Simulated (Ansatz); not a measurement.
**Convergence of Al$_{2}$Cu with the plane-wave cutoff**

Level of theory: DFT PBEsol, scalar-relativistic, plane waves, PAW in Ansatz 0.2.0.

```
CELL_PARAMETERS angstrom
4.08670 0.00135 -0.01002
0.00135 4.10256 0.01784
-0.00706 0.01256 2.90854
ATOMIC_POSITIONS crystal
Al 0.46876 0.01180 0.47665
Al 0.02139 0.50743 0.42700
Cu 0.02514 0.03529 0.01816
```

```
Γ-centred k-mesh               : 8×8×10
occupation rule                : Gaussian smearing, 0.1 eV
spin treatment                 : unpolarised
valence charge of the PAW sets : Al 3, Cu 19
```

The atoms stay fixed while the plane-wave cutoff is varied. ΔE is the energy extrapolated to zero smearing, less that of the reference run (600 eV). The cell was strained and its atoms displaced at random, so that forces don't vanish. Pressure is positive in compression and holds a correction for the finite cutoff (Pulay stress).

Times are rough; the reference took 44 s on 1 thread of Intel(R) Xeon(R) Platinum 8259CL CPU @ 2.50GHz (Skylake/Cascade Lake), on a shared host, peak memory 0.76 GiB.

| cutoff (eV) | ΔE (meV/atom) | P (GPa) | largest change of a force component (eV/Å) | plane waves at Γ | wall time (s) |
| --- | --- | --- | --- | --- | --- |
| 200 | 5338 | 3.51 | 0.231 | 323 | 13 |
| 250 | 915 | 3.52 | 0.139 | 449 | 15 |
| 300 | ? | ? | ? | ? | ? |
| 350 | 11.6 | 2.00 | 0.006 | 727 | 21 |
| 420 | ? | ? | ? | ? | ? |
| 600 | 0.00 | 1.94 | 0.000 | 1605 | 44 |

Task: Fill in the withheld rows.

Result: The withheld rows:

```json
{"cutoff (eV)": "300", "ΔE (meV/atom)": "122", "P (GPa)": "2.44", "largest change of a force component (eV/Å)": "0.025", "plane waves at Γ": "557", "wall time (s)": "19"}
{"cutoff (eV)": "420", "ΔE (meV/atom)": "1.03", "P (GPa)": "1.94", "largest change of a force component (eV/Å)": "0.000", "plane waves at Γ": "939", "wall time (s)": "29"}
```

11 further runs of this set didn't finish or converge.